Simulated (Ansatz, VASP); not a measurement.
## One calculation of Au, two programs

```
Au
1.0
     0.00000    2.04193    2.04193
     2.04193    0.00000    2.04193
     2.04193    2.04193    0.00000
Au
1
Cartesian
  0.0000 0.0000 0.0000
```

Alike in both runs: functional PBEsol; k mesh 18 × 18 × 18; occupations gaussian, width 0.1 eV; no spin polarisation.

Ansatz relaxed the structure, and its values are those at the end. VASP's run is a single point on that final structure, the one shown.

```csv
,VASP,Ansatz
version,VASP 6.6.1,Ansatz 0.2.0
potentials or method,"VASP PAW PBE potentials, release 64 (Au)","scalar-relativistic, plane waves, PAW"
plane-wave cutoff (eV),520,420
valence electrons in the cell,11,19
```

|  | VASP | Ansatz | Ansatz less VASP |
| --- | --- | --- | --- |
| gap on the k mesh at the Fermi level (eV) | none | none | - |
| pressure (GPa) | -0.3 | 0.0 | +0.29 |

A gap of «none» marks a metal or a gap that the smearing closes. The two sets of potentials don't hold the same shells in valence.

Caveats: the PAW data sets were made with another functional, which shifts forces and pressure a little (VASP). Spin-orbit coupling is left out, which matters for the levels of Au.
